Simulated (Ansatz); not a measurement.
Crystal: P.

```
P
1.0
     1.64774   -5.46504    0.00000
     1.64774    5.46504    0.00000
     0.00000    0.00000    4.54364
P
4
Direct
  0.90414 0.09586 0.58882
  0.09586 0.90414 0.41118
  0.59586 0.40414 0.08882
  0.40414 0.59586 0.91118
```

```yaml
Program: Ansatz 0.2.0
Task: relaxation of cell and atoms
Functional: PBE
Potentials_or_basis: Ansatz PAW
Cutoff: "420 eV (not typed: the program's choice for these potentials)"
k_mesh: 8 × 8 × 6
Occupations: fermi-dirac, width 0.05 eV
Spin: no spin polarisation
```

At the start: volume 20.46 Å³/atom.

**Question.** How do energy, volume and symmetry change on relaxing?

**Answer.** It ends after 6 steps and the volume is 21.25 Å³/atom (+3.9 %); space group Cmce (No. 64, to 0.05 Å).

Step by step:
```tsv
step	energy change (eV)	largest force (eV/Å)	volume (Å³)
1	0.0000	0.3378	81.83
2	-0.0149	0.1083	83.35
3	-0.0182	0.0353	85.16
4	-0.0189	0.0060	84.95
5	-0.0189	0.0036	84.99
6	-0.0195	0.0036	84.99
```

Final structure:
```
CELL_PARAMETERS angstrom
1.65564 -5.63018 0.00000
1.65564 5.63018 0.00000
0.00000 0.00000 4.55897
ATOMIC_POSITIONS crystal
P 0.90576 0.09424 0.58638
P 0.09424 0.90576 0.41362
P 0.59424 0.40576 0.08638
P 0.40576 0.59424 0.91362
```

Caveat: the plane-wave basis is chosen anew once the cell has moved, so the energies of steps on either side of that aren't comparable.
